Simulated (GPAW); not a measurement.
MgS (Niningerite):

```
CELL_PARAMETERS angstrom
0.00000 2.60165 2.60165
2.60165 0.00000 2.60165
2.60165 2.60165 0.00000
ATOMIC_POSITIONS crystal
S 0.50000 0.50000 0.50000
Mg 0.00000 0.00000 0.00000
```

- Program: GPAW 26.7.0
- Task: relaxation of cell and atoms
- Functional: PBEsol
- Dispersion: D4
- Potentials or basis: PAW data sets generated in the run's folder for this functional
- Cutoff: 800 eV
- Basis: pw
- k mesh: 9 × 9 × 9
- Occupations: fermi-dirac, width 0.05 eV
- Spin: no spin polarisation

At the start: pressure -2.3 GPa; volume 17.61 Å³/atom.

Q: How do energy, volume and symmetry change on relaxing?

A: Over 3 steps the energy falls by 3.8 meV/atom and the volume is 17.07 Å³/atom (-3.1 %); space group Fm-3m (No. 225, to 0.05 Å).

The path:
| step | energy change (eV) | largest force (eV/Å) | pressure (GPa) | volume (Å³) |
| --- | --- | --- | --- | --- |
| 1 | 0.0000 | 0.0000 | -2.33 | 35.22 |
| 2 | -0.0025 | 0.0000 | -1.93 | 35.03 |
| 3 | -0.0076 | 0.0000 | 0.07 | 34.14 |

Final structure:
```xyz
2
Lattice="0.0000 2.5748 2.5748 2.5748 0.0000 2.5748 2.5748 2.5748 0.0000" Properties=species:S:1:pos:R:3 pbc="T T T"
S     2.5748    2.5748    2.5748
Mg    0.0000    0.0000    0.0000
```

Caveat: later steps reuse the first step's grids.
